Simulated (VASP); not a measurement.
# GaAs under changes of volume

One of the cells (23.041 Å³/atom); the others are scaled copies at fixed shape and fractional positions:

```
As Ga
1.0
     0.00000    2.84557    2.84557
     2.84557    0.00000    2.84557
     2.84557    2.84557    0.00000
As Ga
1 1
Direct
  0.75000 0.75000 0.75000
  0.00000 0.00000 0.00000
```

* Program: VASP 6.6.1
* Functional: r2SCAN
* Potentials or basis: VASP PAW PBE potentials, release 64 (As, Ga_d)
* Cutoff: 520 eV
* k mesh: 8 × 8 × 8
* Occupations: fermi-dirac, width 0.05 eV
* Spin: no spin polarisation

```tsv
volume (Å³/atom)	energy over the lowest point (meV/atom)	pressure (GPa)	gap on the mesh (eV)
21.234	26.07	6.0	1.50
21.686	12.14	4.0	1.33
22.138	3.50	2.2	1.16
23.041	0.00	-0.8	0.84
23.493	4.20	-2.1	0.68
23.945	?	?	?
```

Question: What does the run at 23.945 Å³/atom give?

Answer: Energy over the lowest point 11.80 meV/atom; pressure -3.2 GPa; gap on the mesh 0.53 eV.

Worked out: A Birch-Murnaghan fit of order 3 (a polynomial in V^(-2/3)) to the other rows has its minimum at 22.77 Å³/atom with B0 = V·E''(V) = 73 GPa and B' = 4.4. It gives 11.84 meV/atom at 23.945 Å³/atom, against the run's 11.80, and -dE/dV = -3.3 GPa, against -3.2. A straight line through the other rows of the gap, of slope -8.1 eV per unit of ln V (its deformation potential), extrapolates to 0.53 eV, against the run's 0.53.

Energies are extrapolated to zero smearing.

Caveats: the PAW data sets were made with another functional, which shifts forces and pressure a little.

A mesh can miss the band edges. Spin-orbit coupling on As, Ga is left out.
